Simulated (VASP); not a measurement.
# CdTe (F-43m) in VASP: settings compared

The runs below take CdTe through single point, with HSE06, PBE.

Everything below comes from runs of VASP 6.6.1. Logs are shortened: lines on timing, memory, paths and dates and some standing lists are left out, and cuts for length are marked.

**Measured values to compare with.**

From a printed reference work, data compilation, for a bulk crystal of CdTe at 0 K: band gap 1.607 eV.

The results are compared with them further down.

## (1) The cell of the first run

Symmetry: F-43m, No. 216, cubic system. The conventional cell has a = 6.560 Å, b = 6.560 Å, c = 6.560 Å, α = 90.00°, β = 90.00°, γ = 90.00°. Cd (site symmetry -43m) has 4 Te at 2.84 Å within 3.7 Å. Within 3.7 Å of Te (site symmetry -43m) lie 4 Cd at 2.84 Å.

## (2) Single point, HSE06

File POSCAR:

```
CdTe
1.0
    0.0000000000      3.2799012430      3.2799012430
    3.2799012430      0.0000000000      3.2799012430
    3.2799012430      3.2799012430      0.0000000000
Cd Te
1 1
Direct
    0.0000000000      0.0000000000      0.0000000000
    0.2500000000      0.2500000000      0.2500000000
```

File INCAR.step1:

```
ALGO = Normal
EDIFF = 1E-5
ENCUT = 520
GGA = PE
ISIF = 2
ISMEAR = 1
LASPH = T
LCHARG = F
LREAL = F
LWAVE = T
NBANDS = 16
NELM = 80
PREC = Accurate
SIGMA = 0.2
```

File INCAR.step2:

```
ALGO = Normal
EDIFF = 1E-7
ENCUT = 520
GGA = PE
HFSCREEN = 0.2079
ISIF = 2
ISMEAR = 1
ISTART = 1
LASPH = T
LCHARG = F
LHFCALC = T
LREAL = F
LWAVE = F
NBANDS = 16
NELM = 80
PREC = Accurate
PRECFOCK = Normal
SIGMA = 0.2
```

File KPOINTS:

```
k-points
0
Gamma
  4 4 4
```

Potentials or basis: VASP PAW PBE potentials, release 64 (Cd, Te).

Launch:

```
> cat potpaw_PBE.64/Cd/POTCAR potpaw_PBE.64/Te/POTCAR > POTCAR
> cp INCAR.step1 INCAR
> mpirun -np 1 vasp_std > vasp.out
> cp INCAR.step2 INCAR
> mpirun -np 1 vasp_std > vasp.out
```

OUTCAR:

```text
EDIFF = 1E-7
   ENCUT = 520
   GGA = PE
   HFSCREEN = 0.2079
   ISIF = 2
   ISMEAR = 1
   ISTART = 1
   LASPH = T
   LHFCALC = T
   LREAL = F
   NELM = 80
   PREC = Accurate
   PRECFOCK = Normal

 ion  position               nearest neighbor table
   1  0.000  0.000  0.000-   2 2.84   2 2.84   2 2.84   2 2.84
   2  0.250  0.250  0.250-   1 2.84   1 2.84   1 2.84   1 2.84

  LATTYP: Found a face centered cubic cell.
 ALAT       =     6.5598024860

  Lattice vectors:

 A1 = (   0.0000000000,   3.2799012430,   3.2799012430)
 A2 = (   3.2799012430,   0.0000000000,   3.2799012430)
 A3 = (   3.2799012430,   3.2799012430,   0.0000000000)

Analysis of symmetry for initial positions (statically):
=====================================================================
 Subroutine PRICEL returns:
 Original cell was already a primitive cell.

 Routine SETGRP: Setting up the symmetry group for a
 face centered cubic supercell.

 Subroutine GETGRP returns: Found 24 space group operations
 (whereof 24 operations were pure point group operations)
 out of a pool of 48 trial point group operations.

The static configuration has the point symmetry T_d .

Analysis of symmetry for dynamics (positions and initial velocities):
=====================================================================
 Subroutine PRICEL returns:
 Original cell was already a primitive cell.

 Routine SETGRP: Setting up the symmetry group for a
 face centered cubic supercell.

 Subroutine GETGRP returns: Found 24 space group operations
 (whereof 24 operations were pure point group operations)
 out of a pool of 48 trial point group operations.

The dynamic configuration has the point symmetry T_d .

 Subroutine INISYM returns: Found 24 space group operations
 (whereof 24 operations are pure point group operations),
 and found     1 'primitive' translations

----------------------------------------------------------------------------------------

                                     Primitive cell

  volume of cell :      70.5687

  direct lattice vectors                    reciprocal lattice vectors
     0.000000000  3.279901243  3.279901243    -0.152443614  0.152443614  0.152443614
     3.279901243  0.000000000  3.279901243     0.152443614 -0.152443614  0.152443614
     3.279901243  3.279901243  0.000000000     0.152443614  0.152443614 -0.152443614

  length of vectors
     4.638480821  4.638480821  4.638480821     0.264040085  0.264040085  0.264040085

  position of ions in fractional coordinates (direct lattice)
     0.000000000  0.000000000  0.000000000
     0.250000000  0.250000000  0.250000000

  ion indices of the primitive-cell ions
   primitive index   ion index
                 1           1
                 2           2

----------------------------------------------------------------------------------------

 KPOINTS: k-points

Automatic generation of k-mesh.
 Grid dimensions read from file:
 generate k-points for:    4    4    4

 Generating k-lattice:

  Cartesian coordinates                     Fractional coordinates (reciprocal lattice)
    -0.038110904  0.038110904  0.038110904     0.250000000  0.000000000  0.000000000
     0.038110904 -0.038110904  0.038110904     0.000000000  0.250000000  0.000000000
     0.038110904  0.038110904 -0.038110904     0.000000000  0.000000000  0.250000000

  Length of vectors
     0.066010021  0.066010021  0.066010021

  Shift w.r.t. Gamma in fractional coordinates (k-lattice)
     0.000000000  0.000000000  0.000000000

 Subroutine IBZKPT returns following result:
 ===========================================

 Found      8 irreducible k-points:

 Following reciprocal coordinates:
            Coordinates               Weight
  0.000000  0.000000  0.000000      1.000000
  0.250000  0.000000  0.000000      8.000000
  0.500000  0.000000  0.000000      4.000000
  0.250000  0.250000  0.000000      6.000000
  0.500000  0.250000  0.000000     24.000000
 -0.250000  0.250000  0.000000     12.000000
  0.500000  0.500000  0.000000      3.000000
 -0.250000  0.500000  0.250000      6.000000
   k-points           NKPTS =      8   k-points in BZ     NKDIM =     64   number of bands    NBANDS=     16
   number of dos      NEDOS =    301   number of ions     NIONS =      2
   total plane-waves  NPLWV =  46656
   dimension x,y,z NGX =    36 NGY =   36 NGZ =   36
   dimension x,y,z NGXF=    72 NGYF=   72 NGZF=   72
   ions per type =               1   1
   NGX,Y,Z   is equivalent  to a cutoff of  12.90, 12.90, 12.90 a.u.
   NGXF,Y,Z  is equivalent  to a cutoff of  25.81, 25.81, 25.81 a.u.
 SYSTEM =  unknown system
   PREC   = accura    normal or accurate (medium, high low for compatibility)
   ISTART =      1    job   : 0-new  1-cont  2-samecut
   ICHARG =      0    charge: 1-file 2-atom 10-const
   ISPIN  =      1    spin polarized calculation?
   LNONCOLLINEAR =      F non collinear calculations
   LSORBIT =      F    spin-orbit coupling
   LASPH  =      T    aspherical Exc in radial PAW
   ENCUT  =  520.0 eV  38.22 Ry    6.18 a.u.   8.62  8.62  8.62*2*pi/ulx,y,z
   NELM   =     80;   NELMIN=  2; NELMDL=  0     # of ELM steps
   EDIFF  = 0.1E-06   stopping-criterion for ELM
   LREAL  =      F    real-space projection
   EDIFFG = 0.1E-05   stopping-criterion for IOM
   NSW    =      0    number of steps for IOM
   IBRION =     -1    ionic relax: 0-MD 1-quasi-New 2-CG
   NFREE  =      0    steps in history (QN), initial steepest desc. (CG)
   ISIF   =      2    stress and relaxation
   ISYM   =      3    0-nonsym 1-usesym 2-fastsym
   POTIM  = 0.5000    time-step for ionic-motion
   TEBEG  =    0.0;   TEEND  =   0.0 temperature during run
   PSTRESS=    0.0 pullay stress
   NELECT =      18.0000    total number of electrons
   NUPDOWN=      -1.0000    fix difference up-down
   EMIN   =  10.00;   EMAX   =-10.00  energy-range for DOS
   EFERMI =   0.00;   METHOD = LEGACY
   ISMEAR =     1;   SIGMA  =   0.20  broadening in eV -4-tet -1-fermi 0-gaus
   EFERMI_NEDOS =   21; number of points for ismear=-14 and -15
   IALGO  =     38    algorithm
   IMIX   =      1    mixing-type and parameters
     AMIX     =   0.40;   BMIX     =  1.00
     AMIX_MAG =   1.60;   BMIX_MAG =  1.00
  volume/ion in A,a.u.               =      35.28       238.11
  Fermi-wavevector in a.u.,A,eV,Ry     =   1.038233  1.961976 14.666102  1.077928
  Thomas-Fermi vector in A             =   2.172708
   LORBIT       =      0    0 simple, 1 ext, 2 COOP (PROOUT), +10 PAW based schemes
   GGA     = PE    functional components
   LHFCALC =     T    Hartree Fock is set to
   PRECFOCK=normal    Normal, Fast or Accurate (Low or Medium for compatibility)
   ENCUT4O =  -1.0   cutoff for four orbital integrals eV
   NKREDX  =     1    reduce k-point grid by
   NKREDY  =     1    reduce k-point grid by
   NKREDZ  =     1    reduce k-point grid by
   AEXX    =    0.2500 exact exchange contribution
   HFSCREEN=    0.2079 screening length (either q_TF or 0.3 A-1)
   HFSCREENC=   0.2079 screening length for correlation (either q_TF or 0.3 A-1)
   ENCUTFOCK=  -1.0 apply spherical cutoff to Coloumb kernel
   IVDW    =     0    specifies the selected vdW correction
   LEPSILON=     F    determine dielectric tensor
   LRPA    =     F    only Hartree local field effects (RPA)
 non-spin polarized calculation
 Methfessel and Paxton  Order N= 1 SIGMA  =   0.20
  energy-cutoff  :      520.00
  volume of cell :       70.57
 maximum number of plane-waves:      1924
 NGX is ok and might be reduce to    36
  NGX = 28; NGY = 28; NGZ = 28

 number of electron      18.0000006 magnetization

 Free energy of the ion-electron system (eV)
  ---------------------------------------------------
  ext. energy  EPLUGINS =         0.00000000
  ---------------------------------------------------
  free energy    TOTEN  =        -5.99365583 eV

  energy without entropy =       -5.99422701  energy(sigma->0) =       -5.99384622

 E-fermi :   1.6975     XC(G=0):  -7.0329

 val. band max:        1.5296823170   @ k =   0.0000   0.0000   0.0000
 cond. band min:       2.9734317552   @ k =   0.0000   0.0000   0.0000
 fundamental gap:      1.4437494383
 Fermi energy:         1.6974737386

 k-point     1 :       0.0000    0.0000    0.0000
  band No.  band energies     occupation
      1     -10.3854      2.00000
      2      -7.9645      2.00000
      3      -7.9645      2.00000
      4      -7.9645      2.00000
      5      -7.7274      2.00000
      6      -7.7274      2.00000
[... 8 lines left out ...]
     15      11.7950      0.00000
     16      11.7950      0.00000

 k-point     2 :       0.2500    0.0000    0.0000
  band No.  band energies     occupation
      1     -10.2020      2.00000
      2      -7.9330      2.00000
      3      -7.9330      2.00000
      4      -7.7349      2.00000
      5      -7.7278      2.00000
      6      -7.7278      2.00000
[... 8 lines left out ...]
     15      10.8710      0.00000
     16      10.8710      0.00000

 k-point     3 :       0.5000    0.0000    0.0000
  band No.  band energies     occupation
      1     -10.0351      2.00000
      2      -7.9079      2.00000
      3      -7.9079      2.00000
      4      -7.7208      2.00000
      5      -7.7208      2.00000
      6      -7.3079      2.00000
[... 8 lines left out ...]
     15      12.8428      0.00000
     16      12.8428      0.00000

 k-point     4 :       0.2500    0.2500    0.0000
  band No.  band energies     occupation
      1     -10.1443      2.00000
      2      -7.8971      2.00000
      3      -7.8971      2.00000
      4      -7.7904      2.00000
      5      -7.7145      2.00000
      6      -7.6585      2.00000
[... 8 lines left out ...]
     15      12.3607      0.00000
     16      13.1866      0.00000

 k-point     5 :       0.5000    0.2500    0.0000
  band No.  band energies     occupation
      1      -9.9855      2.00000
      2      -7.8768      2.00000
      3      -7.8638      2.00000
      4      -7.7605      2.00000
      5      -7.7142      2.00000
      6      -7.2357      2.00000
[... 8 lines left out ...]
     15      13.0416      0.00000
     16      13.5165      0.00000

 k-point     6 :      -0.2500    0.2500    0.0000
  band No.  band energies     occupation
      1     -10.0360      2.00000
      2      -7.8949      2.00000
      3      -7.8908      2.00000
      4      -7.7340      2.00000
      5      -7.7322      2.00000
      6      -7.3741      2.00000
[... 8 lines left out ...]
     15      12.0584      0.00000
     16      13.6248      0.00000

 k-point     7 :       0.5000    0.5000    0.0000
  band No.  band energies     occupation
      1      -9.9365      2.00000
      2      -7.8231      2.00000
      3      -7.8231      2.00000
      4      -7.8082      2.00000
      5      -7.7016      2.00000
      6      -7.1348      2.00000
[... 8 lines left out ...]
     15      13.3499      0.00000
     16      14.0411      0.00000

 k-point     8 :      -0.2500    0.5000    0.2500
  band No.  band energies     occupation
      1      -9.9386      2.00000
      2      -7.8585      2.00000
      3      -7.8470      2.00000
      4      -7.7542      2.00000
      5      -7.7258      2.00000
      6      -7.0655      2.00000
[... 8 lines left out ...]
     15      13.6360      0.00000
     16      13.7770      0.00000

------------------------ aborting loop because EDIFF is reached ----------------------------------------

  FORCE on cell =-STRESS in cart. coord.  units (eV):
  Direction    XX          YY          ZZ          XY          YZ          ZX
  --------------------------------------------------------------------------------------
  -------------------------------------------------------------------------------------
  Total        0.1084704      0.1084704      0.1084704      0.0000000     -0.0000000      0.0000000
  in kB        2.4626890      2.4626890      2.4626890      0.0000000     -0.0000000      0.0000000
  external PRESSURE =       2.4626890 kB  Pullay stress =       0.0000000 kB

 VOLUME and BASIS-vectors are now :
 -----------------------------------------------------------------------------
  energy-cutoff  :      520.00
  volume of cell :       70.57
      direct lattice vectors                 reciprocal lattice vectors
     0.000000000  3.279901243  3.279901243    -0.152443614  0.152443614  0.152443614
     3.279901243  0.000000000  3.279901243     0.152443614 -0.152443614  0.152443614
     3.279901243  3.279901243  0.000000000     0.152443614  0.152443614 -0.152443614

 POSITION                                       TOTAL-FORCE (eV/Angst)
 -----------------------------------------------------------------------------------
      0.00000      0.00000      0.00000        -0.000000      0.000000      0.000000
      1.63995      1.63995      1.63995         0.000000     -0.000000     -0.000000
 -----------------------------------------------------------------------------------
    total drift:                               -0.000003     -0.000002     -0.000002

  FREE ENERGIE OF THE ION-ELECTRON SYSTEM (eV)
  ---------------------------------------------------
  free  energy   TOTEN  =        -5.9936558322 eV

  energy  without entropy=       -5.9942270062  energy(sigma->0) =       -5.99384622
```

Wall time 17 min (1 thread of Intel Xeon Platinum 8259CL at 2.50GHz (Skylake/Cascade Lake), shared host); peak memory 0.32 GiB.

Results:

```yaml
Free_energy: -5.9937 eV
Pressure: 0.2 GPa
Band_gap_on_the_k_mesh: 1.44 eV, direct
```

Levels at points of the mesh, in eV from the valence-band top:
| k point | band 7 | band 8 | band 9 | band 10 | band 11 | band 12 |
| --- | --- | --- | --- | --- | --- | --- |
| (0.00, 0.00, 0.00) | 0.00 | 0.00 | 0.00 | 1.44 | 5.49 | 5.49 |
| (0.50, 0.00, 0.00) | -4.52 | -0.77 | -0.77 | 2.58 | 6.06 | 6.06 |
| (0.50, 0.50, 0.00) | -4.41 | -1.87 | -1.87 | 3.35 | 3.47 | 9.77 |

Caveat: the PAW data sets were made with another functional, which shifts forces and pressure a little; spin-orbit coupling is left out, which moves the levels of the heavy elements.

## (3) Single point, PBE

File INCAR:

```
SYSTEM = CdTe
PREC     = Accurate       ! precision mode
ENCUT    = 520            ! plane-wave cutoff, eV
EDIFF    = 1E-6           ! SCF threshold, eV
ISMEAR   = 0              ! smearing method
SIGMA    = 0.01           ! smearing width, eV
LREAL    = .False.        ! projectors in reciprocal space
LASPH    = .True.         ! aspherical terms in the spheres
NELM     = 60             ! most SCF steps
ALGO     = Normal         ! electronic algorithm
ISIF     = 2              ! what is computed and relaxed
LWAVE    = .False.        ! write WAVECAR
LCHARG   = .True.         ! write CHGCAR
GGA      = PE             ! functional
LELF     = .True.         ! ELF
LVHAR    = .True.       
NBANDS   = 16             ! bands
```

File KPOINTS:

```
regular mesh
0
Gamma
  4 4 4
  0 0 0
```

POSCAR is that of step 2.

Potentials or basis: VASP PAW PBE potentials, release 64 (Cd, Te).

Launch:

```
> cat potpaw_PBE.64/Cd/POTCAR potpaw_PBE.64/Te/POTCAR > POTCAR
> mpirun -np 1 vasp_std > vasp.out
```

It took 12 s on 1 thread of Intel Xeon 6975P-C, shared host; peak memory 0.2 GiB.

The run converged. Its results:

- Free energy: -4.7459 eV
- Pressure: 1.3 GPa
- Band gap on the k mesh: 0.65 eV, direct

Levels at points of the mesh, in eV from the valence-band top:
| k point | band 5 | band 6 | band 7 | band 8 | band 9 | band 10 | band 11 | band 12 | band 13 | band 14 |
| --- | --- | --- | --- | --- | --- | --- | --- | --- | --- | --- |
| (0.00, 0.00, 0.00) | -7.97 | -7.97 | 0.00 | 0.00 | 0.00 | 0.65 | 4.61 | 4.61 | 4.61 | 7.41 |
| (0.50, 0.00, 0.00) | -7.96 | -7.64 | -4.23 | -0.73 | -0.73 | 1.77 | 5.18 | 5.18 | 7.04 | 8.52 |
| (0.50, 0.50, 0.00) | -7.94 | -7.51 | -4.15 | -1.75 | -1.75 | 2.66 | 2.67 | 8.65 | 8.93 | 8.93 |

Caveat: spin-orbit coupling is left out, which moves the levels of the heavy elements.

## (4) Comparison with measurements

Step 2. Against the measured gap of CdTe, 1.607 eV (0 K; a printed reference work, data compilation), the calculated 1.44 eV is off by -0.16 eV. Spin-orbit coupling on Cd, Te is left out. The value is that of HSE06, without temperature or zero-point motion.

Step 3. A measured gap of CdTe is 1.607 eV (0 K; a printed reference work, data compilation); the calculated 0.65 eV misses it by -0.96 eV. Spin-orbit coupling on Cd, Te is left out. The value is that of PBE, without temperature or zero-point motion. Semilocal functionals fall short of measured gaps as a rule.
